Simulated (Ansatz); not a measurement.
Si$_{3}$N$_{4}$ (I-43d)

Theory: Ansatz, DFT PBEsol, scalar-relativistic, plane waves, PAW.

Plane waves to 420 eV, a k mesh through Γ of 6×6×6 on the computed 14-atom cell and Gaussian smearing (0.02 eV); no spin polarisation.

The structure is relaxed at this level of theory with its symmetry kept. This form isn't the usual stable structure of the compound.

```
Si N
1.0
    -3.22754    3.22754    3.22754
     3.22754   -3.22754    3.22754
     3.22754    3.22754   -3.22754
Si N
6 8
Cartesian
  2.4207 3.2275 -1.6138
  -1.6138 2.4207 3.2275
  0.8069 3.2275 1.6138
  1.6138 0.8069 3.2275
  3.2275 -1.6138 2.4207
  3.2275 1.6138 0.8069
  1.8129 1.8129 1.8129
  0.1991 -0.1991 3.0284
  1.4147 4.6422 -1.4147
  3.0284 0.1991 -0.1991
  -1.4147 1.4147 4.6422
  0.1991 0.1991 0.1991
  4.6422 -1.4147 1.4147
  -0.1991 3.0284 0.1991
```

Q: Formation energy from the elements' standard states (uncorrected)?

A: -1.136 eV/atom.

Q: Kohn–Sham band gap?

A: 3.96 eV, indirect from (-0.005, 0.333, 0.333) to (0.224, 0.224, -0.224).

Q: Löwdin character of the top 1 eV of the valence band?

A: N 2p 92 %.

Q: Löwdin character of the lowest 1 eV of the conduction band?

A: Si 3p 52 %, N 2s 12 %, N 2p 8 %, Si 3s 8 %, unprojected 20 %.

Q: Electron masses at the edge by Cartesian direction of the standard setting (m_e; degenerate bands sorted by energy; no spin-orbit coupling)?

A: x: 0.54; y: 0.54; z: 0.77.

Q: Hole masses at the edge by Cartesian direction of the standard setting (m_e; degenerate bands sorted by energy; no spin-orbit coupling)?

A: x: 1.3; y: 1.3; z: 1.3.

Q: Bulk modulus?

A: 258 GPa.

Q: Its pressure derivative?

A: 3.3.

Q: Electronic dielectric constant xx, yy, zz of the standard setting (independent particles)?

A: 4.9, 4.9, 4.9.

Cost: 12 runs of about 8 core-minutes in all, on Oxide Virtual Turin-like Processor (Zen 5) (shared hosts).